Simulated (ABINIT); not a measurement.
Runs of ABINIT 10.8.3 (patched build) on TePt. Symmetry: R-3m, No. 166, trigonal system. Conventional cell: a = 3.963 Å, b = 3.963 Å, c = 19.983 Å, α = 90.00°, β = 90.00°, γ = 120.00°. Pt (site symmetry 3m) is surrounded by 3 Te at 2.59 Å and 3 Pt at 2.72 Å. Te (site symmetry 3m) is surrounded by 3 Pt at 2.59 Å. 

```tsv
task	level	potentials or basis	k mesh	cutoff (eV)	bands in the sums	broadening (eV)	scissor shift (eV)	tensor components	fine-grid cutoff	gap on the mesh (eV)	pressure (GPa)	largest force (eV/Å)
single point	PBEsol	PseudoDojo NC SR PBEsol v0.4.1 standard	6 × 6 × 6	1143	-	-	-	-	-	none	0.2	0.32
single point	LDA	PseudoDojo NC SR LDA v0.4.1 standard	6 × 6 × 6	1088	-	-	-	-	-	none	-2.5	0.33
optical spectrum	PBEsol	PseudoDojo NC SR PBEsol v0.4.1 standard	8 × 8 × 8	1034	46	0.05	0	[11, 33]	-	none	(a)	0.29
single point	PBEsol	PseudoDojo NC SR PBEsol v0.4.1 standard	6 × 6 × 6	1034	-	-	-	-	-	none	(b)	0.32
single point	LDA	JTH PAW LDA v2.0	6 × 6 × 6	435	-	-	-	-	870.764 eV	none	-1.3	(c)
```

Alike in all rows: no spin polarisation; cell as given; smearing fermi-dirac 0.05 eV.

Estimate the missing entries.

(a) -0.2; (b) -0.1; (c) 0.47.

Caveats: the intraband (Drude) term is left out (some runs); spectra need much finer meshes, so this one isn't converged (some runs).

A k mesh can miss the band edges, and the runs leave out spin-orbit coupling on Pt, Te.

A gap of «none» marks a metal or a gap under the smearing width.

Not every run made on this cell is shown here.
